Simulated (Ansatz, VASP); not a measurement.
Given: the input of a run of VASP 6.6.1 on ZrC.

File INCAR:

```
  PREC = Accurate
  ENCUT = 520
  EDIFF = 1E-7
  ISMEAR = -1
  SIGMA = 0.05
  LREAL = F
  LASPH = T
  NELM = 100
  ALGO = Normal
  ISIF = 2
  LWAVE = F
  LCHARG = F
  GGA = PS
  NBANDS = 15
```

KPOINTS

```
regular mesh
0
Gamma
  10 10 10
```

The input POSCAR:

```
ZrC
1.0
    0.0000000000      2.3650000000      2.3650000000
    2.3650000000      0.0000000000      2.3650000000
    2.3650000000      2.3650000000      0.0000000000
Zr C
1 1
Direct
    0.4901410000      0.4959120000      0.5064160000
   -0.0109390000     -0.0047220000      0.0215780000
```

Potentials or basis: VASP PAW PBE potentials, release 64 (Zr_sv, C).

Run with:

```console
$ cat potpaw_PBE.64/Zr_sv/POTCAR potpaw_PBE.64/C/POTCAR > POTCAR
$ mpirun -np 1 vasp_std > vasp.out
```

Problem. Set up the same calculation for Ansatz 0.2.0. Potentials there: Ansatz PAW.

Solution. As run (the cutoff follows the program's own potentials):

File input.yaml:

```yaml
crystal:
  lattice:
    - [0.0, 2.365, 2.365]
    - [2.365, 0.0, 2.365]
    - [2.365, 2.365, 0.0]
  atoms:
    - { symbol: Zr, position: [0.490141, 0.495912, 0.506416] }
    - { symbol: C, position: [-0.010939, -0.004722, 0.021578] }
hamiltonian:
  xc: pbesol
  pseudopotentials: { kind: paw }
kpoints:
  mp_grid: { grid: [10, 10, 10] }
scf:
  occupations: { method: fermi_dirac, width: 0.05 }
output:
  forces: true
  stress: true
  eigenvalues: true
```

Potentials or basis: Ansatz PAW.

Run with:

```bash
$ ansatz run input.yaml --threads 1 --pin off --max-ram 3584MiB --backend cpu --events-out ev --progress --plain --runs-dir out
```

Both were run:

|  | VASP | Ansatz | Ansatz less VASP |
| --- | --- | --- | --- |
| gap on the k mesh at the Fermi level (eV) | none | none | - |
| pressure (GPa) | -8.0 | -8.3 | -0.34 |
| largest component of the traceless stress (GPa) | 0.17 | 0.17 | -0.001 |
| rms of the force components (eV/Å) | 0.180 | 0.179 | -0.0015 |

Atom by atom the forces differ by 0.002 eV/Å (rms over components). A gap of «none» marks a metal or a gap that the smearing closes. With one functional, cell and mesh, what is left measures potentials, basis and numerics.

Caveats: the PAW data sets were made with another functional, which shifts forces and pressure a little (VASP); the PAW data sets come from PBE, with cores solved anew for the run's functional, which leaves a small shift of forces and pressure (Ansatz).
